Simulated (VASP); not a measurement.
# SiC in VASP: one cell, several levels of theory, part 2 of 2

VASP 6.6.1, plane waves, PAW.

## 3. r2SCAN at this geometry

File INCAR:

```
ENCUT = 520.000000
SIGMA = 0.010000
EDIFF = 1.00e-07
ALGO = Normal
METAGGA = R2SCAN
PREC = Accurate
IBRION = -1
ISIF = 2
ISMEAR = 0
NBANDS = 16
NELM = 120
NSW = 0
LASPH = .TRUE.
LCHARG = .TRUE.
LELF = .TRUE.
LWAVE = .FALSE.
LREAL = .FALSE.
```

File KPOINTS:

```
KPOINTS created by Atomic Simulation Environment
0
Gamma
12 12 6
0 0 0
```

File KPOINTS_OPT:

```
special points
6
Reciprocal
0.0000000000 0.0000000000 0.0000000000 1
0.5000000000 0.0000000000 0.0000000000 1
0.3333333333 0.3333333333 0.0000000000 1
0.0000000000 0.0000000000 0.5000000000 1
0.5000000000 0.0000000000 0.5000000000 1
0.3333333333 0.3333333333 0.5000000000 1
```

File POSCAR:

```
Si C
 1.0000000000000000
     3.0446026829952308    0.0000000000000000    0.0000000000000000
    -1.5223013414976154    2.6367032679041302    0.0000000000000000
     0.0000000000000000    0.0000000000000000    5.0570496432000001
 Si  C
   2   2
Cartesian
 -0.0000000000000001  1.7578021786027533  0.0010603942616810
  1.5223013414976152  0.8789010893013767  2.5295852158616809
 -0.0000000000000001  1.7578021786027533  1.8953332219383190
  1.5223013414976152  0.8789010893013767  4.4238580435383188
```

Run with:

```bash
mpirun -np 1 vasp_std
```

Standard output, without the iteration lines:

```text
POSCAR found type information on POSCAR SiC
 POSCAR found :  2 types and       4 ions
 -----------------------------------------------------------------------------
|                                                                             |
|                                                                             |
|     You enforced a specific xc type in the INCAR file but a different       |
|     I HOPE YOU KNOW WHAT YOU ARE DOING!                                     |
|                                                                             |
 -----------------------------------------------------------------------------

 LDA part: xc-table for (None), standard interpolation
 POSCAR, INCAR and KPOINTS ok, starting setup
 FFT: planning ... GRIDC
 FFT: planning ... GRID_SOFT
 FFT: planning ... GRID
 WAVECAR not read
 entering main loop
 Start KPOINTS_OPT (optional k-point list driver)
k-point batch [1-6\6]
```

OSZICAR:

```text
N       E                     dE             d eps       ncg     rms          rms(c)
DAV:   1     0.178695376184E+02    0.17870E+02   -0.73994E+03  2432   0.927E+02
DAV:   2    -0.421003005084E+02   -0.59970E+02   -0.54292E+02  3488   0.164E+02
DAV:   3    -0.446835995619E+02   -0.25833E+01   -0.25717E+01  3312   0.311E+01
DAV:   4    -0.447012099751E+02   -0.17610E-01   -0.17607E-01  2880   0.319E+00
DAV:   5    -0.447013673654E+02   -0.15739E-03   -0.15739E-03  3296   0.286E-01    0.133E+01
DAV:   6    -0.385308477502E+02    0.61705E+01   -0.57084E+00  3112   0.147E+01    0.761E+00
DAV:   7    -0.386010225792E+02   -0.70175E-01   -0.12908E+00  3440   0.667E+00    0.335E+00
DAV:   8    -0.386204877773E+02   -0.19465E-01   -0.24530E-02  2720   0.131E+00    0.582E-01
DAV:   9    -0.386217746886E+02   -0.12869E-02   -0.50197E-03  3368   0.519E-01    0.194E-01
DAV:  10    -0.386219118636E+02   -0.13717E-03   -0.32160E-04  2784   0.116E-01    0.474E-02
DAV:  11    -0.386219080688E+02    0.37948E-05   -0.49194E-05  3208   0.550E-02    0.718E-03
DAV:  12    -0.386219089012E+02   -0.83239E-06   -0.40546E-06  2904   0.141E-02    0.432E-03
DAV:  13    -0.386219088489E+02    0.52271E-07   -0.21753E-07  3224   0.295E-03
   1 F= -.38621909E+02 E0= -.38621909E+02  d E =-.132520E-25
       N       E                     dE             ncg
DAV:   1     0.212906854354E+04   -0.24607E+04      192
DAV:   2     0.178863753081E+04   -0.34043E+03      280
DAV:   3     0.177653232491E+04   -0.12105E+02      232
DAV:   4     0.177645225188E+04   -0.80073E-01      248
DAV:   5     0.177645145012E+04   -0.80176E-03      232
DAV:   6     0.177645143865E+04   -0.11466E-04      240
DAV:   7     0.177645143845E+04   -0.20621E-06      240
DAV:   8     0.177645143844E+04   -0.58301E-08      192
```

From OUTCAR:

```text
k-points           NKPTS =     76   k-points in BZ     NKDIM =     76   number of bands    NBANDS=     16

   NELECT =      16.0000    total number of electrons

   dimension x,y,z NGX =    24 NGY =   24 NGZ =   40
   dimension x,y,z NGXF=    48 NGYF=   48 NGZF=   80

  energy-cutoff  :      520.00
  volume of cell :       40.60
      direct lattice vectors                 reciprocal lattice vectors
     3.044602683  0.000000000  0.000000000     0.328450082  0.189630743  0.000000000
    -1.522301341  2.636703268  0.000000000     0.000000000  0.379261486  0.000000000
     0.000000000  0.000000000  5.057049643     0.000000000  0.000000000  0.197743758

 k-points in reciprocal lattice and weights: KPOINTS created by Atomic Simulation Env
   0.00000000  0.00000000  0.00000000       0.001
   0.08333333 -0.00000000  0.00000000       0.007
   0.16666667  0.00000000  0.00000000       0.007
   0.25000000  0.00000000  0.00000000       0.007
   0.33333333 -0.00000000  0.00000000       0.007
   0.41666667  0.00000000  0.00000000       0.007
   0.50000000  0.00000000  0.00000000       0.003
   0.08333333  0.08333333  0.00000000       0.007
[... 68 more k-points ...]

 E-fermi :   8.4574

 k-point     1 :       0.0000    0.0000    0.0000
  band No.  band energies     occupation
      1      -8.1497      2.00000
      2      -4.5432      2.00000
      3      -0.7847      2.00000
      4       7.0503      2.00000
      5       7.0503      2.00000
      6       8.1517      2.00000
      7       8.3879      2.00000
      8       8.3879      2.00000
      9      14.1015      0.00000
     10      15.1023      0.00000
     11      15.7692      0.00000
     12      15.7692      0.00000
     13      16.8817      0.00000
     14      18.1144      0.00000
     15      18.1144      0.00000
     16      20.5472      0.00000

 k-point     2 :       0.0833   -0.0000    0.0000
  band No.  band energies     occupation
      1      -8.0217      2.00000
      2      -4.4344      2.00000
      3      -0.6657      2.00000
      4       6.3444      2.00000
      5       6.8258      2.00000
      6       7.9014      2.00000
      7       8.0778      2.00000
      8       8.3146      2.00000
      9      14.4802      0.00000
     10      15.1417      0.00000
     11      15.7333      0.00000
     12      16.0387      0.00000
     13      17.1253      0.00000
     14      17.8403      0.00000
     15      18.4411      0.00000
     16      19.5254      0.00000

 k-point     3 :       0.1667    0.0000    0.0000
  band No.  band energies     occupation
      1      -7.6415      2.00000
      2      -4.1180      2.00000
      3      -0.3177      2.00000
      4       4.7844      2.00000
      5       6.3178      2.00000
      6       6.7181      2.00000
      7       7.8037      2.00000
      8       8.0743      2.00000
      9      13.9521      0.00000
     10      15.6394      0.00000
     11      16.2110      0.00000
     12      16.5711      0.00000
     13      16.5958      0.00000
     14      18.2662      0.00000
     15      18.7725      0.00000
     16      19.1163      0.00000

 k-point     4 :       0.2500    0.0000    0.0000
  band No.  band energies     occupation
      1      -7.0218      2.00000
      2      -3.6348      2.00000
      3       0.2146      2.00000
      4       3.0639      2.00000
      5       5.2387      2.00000
      6       5.7657      2.00000
      7       7.2664      2.00000
      8       7.7298      2.00000
      9      13.0644      0.00000
     10      14.7213      0.00000
     11      16.2364      0.00000
     12      16.7388      0.00000
     13      17.2124      0.00000
     14      18.5541      0.00000
     15      19.3697      0.00000
     16      20.1015      0.00000

 k-point     5 :       0.3333   -0.0000    0.0000
  band No.  band energies     occupation
      1      -6.1940      2.00000
      2      -3.1125      2.00000
      3       0.6205      2.00000
      4       1.8456      2.00000
      5       3.7353      2.00000
      6       5.3086      2.00000
      7       6.4372      2.00000
      8       7.4003      2.00000
      9      12.3429      0.00000
     10      13.6924      0.00000
     11      16.3097      0.00000
     12      16.4655      0.00000
     13      17.4483      0.00000
     14      19.0946      0.00000
     15      20.2952      0.00000
     16      21.6205      0.00000

 k-point     6 :       0.4167    0.0000    0.0000
  band No.  band energies     occupation
      1      -5.2524      2.00000
      2      -2.9277      2.00000
      3       0.2210      2.00000
      4       2.1136      2.00000
      5       2.4836      2.00000
      6       5.0142      2.00000
      7       5.4756      2.00000
      8       7.1729      2.00000
      9      11.8789      0.00000
     10      13.1233      0.00000
     11      16.0855      0.00000
     12      16.2017      0.00000
     13      18.2396      0.00000
     14      19.3119      0.00000
     15      20.2835      0.00000
     16      21.8577      0.00000

 k-point     7 :       0.5000    0.0000    0.0000
  band No.  band energies     occupation
      1      -4.6553      2.00000
      2      -3.1700      2.00000
      3       0.2052      2.00000
      4       1.7057      2.00000
      5       2.6654      2.00000
      6       4.9132      2.00000
      7       4.9300      2.00000
      8       7.0926      2.00000
      9      11.7181      0.00000
     10      12.9497      0.00000
     11      15.9883      0.00000
     12      16.1030      0.00000
     13      19.0642      0.00000
     14      19.3919      0.00000
     15      19.5052      0.00000
     16      22.0533      0.00000

 k-point     8 :       0.0833    0.0833    0.0000
  band No.  band energies     occupation
      1      -7.7676      2.00000
      2      -4.2216      2.00000
      3      -0.4319      2.00000
      4       5.3503      2.00000
      5       6.2195      2.00000
      6       7.2756      2.00000
      7       7.9067      2.00000
      8       8.0437      2.00000
      9      14.8857      0.00000
     10      14.8919      0.00000
     11      15.7751      0.00000
     12      16.5588      0.00000
     13      17.3221      0.00000
     14      17.5419      0.00000
     15      18.6921      0.00000
     16      19.4449      0.00000

[... the tables of k-points 9 to 76 left out ...]

  Total        1.6189818      1.6189818     -0.0544776      0.0000000      0.0000000      0.0000000
  in kB       63.8944957     63.8944957     -2.1500051      0.0000000      0.0000000      0.0000000
  external PRESSURE =      41.8796621 kB  Pullay stress =       0.0000000 kB

 POSITION                                       TOTAL-FORCE (eV/Angst)
 -----------------------------------------------------------------------------------
      0.00000      1.75780      0.00106         0.000000      0.000000     -0.000639
      1.52230      0.87890      2.52959        -0.000000     -0.000000     -0.000639
      0.00000      1.75780      1.89533        -0.000000     -0.000000      0.000639
      1.52230      0.87890      4.42386        -0.000000      0.000000      0.000639
 -----------------------------------------------------------------------------------
    total drift:                                0.000000      0.000000      0.000586

  FREE ENERGIE OF THE ION-ELECTRON SYSTEM (eV)
  ---------------------------------------------------
  free  energy   TOTEN  =       -38.6219088489 eV

  energy  without entropy=      -38.6219088489  energy(sigma->0) =      -38.62190885
```

It took 52 s on 1 MPI rank of Intel Xeon 6975P-C, shared host; peak memory 0.21 GiB.

The levels at the points of KPOINTS_OPT are read from vasprun.xml.

Levels at the named points, in eV from the top of band v (v: the last filled band by count, c: the next):

```tsv
point	v−1	v	c	c+1
Γ	0.00	0.00	5.71	6.71
M	-3.46	-1.30	3.33	4.56
K	-4.26	-4.13	2.54	8.92
A	-0.72	-0.72	6.78	6.78
L	-2.56	-2.56	3.69	3.69
H	-1.94	-1.94	5.56	5.56
```

Gap with r2SCAN: 2.54 eV, valence top at Γ, conduction bottom at K. Least direct gap: 4.63 eV. The pressure is 4.19 GPa; the forces vanish within 0.01 eV/Å.

Density in a lattice plane of the grid's cell (edges 3.04 and 5.06 Å, at 0.333 of the third edge), which holds Si and C.

Values in e/Å³, 12 rows by 8 columns:
```
 0.56  0.32  0.37  0.70  1.43  1.65  1.71  1.15
 0.42  0.22  0.26  0.55  1.30  1.64  1.66  1.00
 0.24  0.12  0.14  0.32  0.77  1.30  1.16  0.59
 0.18  0.10  0.11  0.23  0.49  0.76  0.69  0.39
 0.24  0.18  0.20  0.28  0.32  0.28  0.29  0.32
 0.44  0.38  0.40  0.46  0.30 -0.11  0.00  0.40
 0.56  0.55  0.56  0.57  0.45  0.16  0.23  0.51
 0.42  0.47  0.46  0.41  0.33  0.25  0.27  0.35
 0.24  0.30  0.29  0.22  0.16  0.13  0.14  0.17
 0.18  0.22  0.21  0.17  0.13  0.11  0.11  0.13
 0.24  0.22  0.22  0.26  0.28  0.30  0.29  0.27
 0.44  0.29  0.32  0.51  0.78  0.99  0.94  0.67
```
Columns run along the first of these edges and rows up along the second, over one cell in 8 and 12 even steps from the bottom left corner. Atoms in the plane (fractional): Si at (0.67, 0.50), C at (0.67, 0.87).

ELF in the same plane.

Ten even steps from ' ' (0.05) to '@' (0.92):
```
%%**====##%%@@%%**====##%%@@
%%**--==##%%%%##--  ..++%%%%
##++----++##%%##--    ==##%%
++--..::==**####**++++######
==..    ::++##%%@@@@@@%%%%**
::      ..--**%%@@@@@@@@%%++
::      ..::++##@@@@@@%%**==
::::::::::----==++****++==--
++++==++++++==::........::==
%%##########**--..    ..==##
%%%%####%%%%##++::    --**%%
%%######%%%%##**--....--##%%
####****######++--..::==**##
++********++++--::....::==++
==++++++==--::..      ....--
::======--::..            ..
::::----::....            ..
::::::::::------------------
++--::::==++****************
%%++----**%%%%%%######%%%%%%
```
Columns run along the first of these edges and rows up along the second, over one cell in 14 and 20 even steps from the bottom left corner. Atoms in the plane (fractional): Si at (0.67, 0.50), C at (0.67, 0.87).

Both are smooth fields of the valence electrons: close to the nuclei they are not physical.

Outside the cores ELF peaks at 0.93 on the C–Si line, 0.9 Å from C.

## 4. Results

This closing draws on all 2 parts.

```
 level  gap (eV)  pressure (GPa)
   PBE      2.15            7.81
r2SCAN      2.54            4.19
```

The gap spans 2.15 eV (PBE) to 2.54 eV (r2SCAN). The pressure is highest with PBE (7.8 GPa) and lowest with r2SCAN (4.2 GPa), which orders the cells that they would relax to.
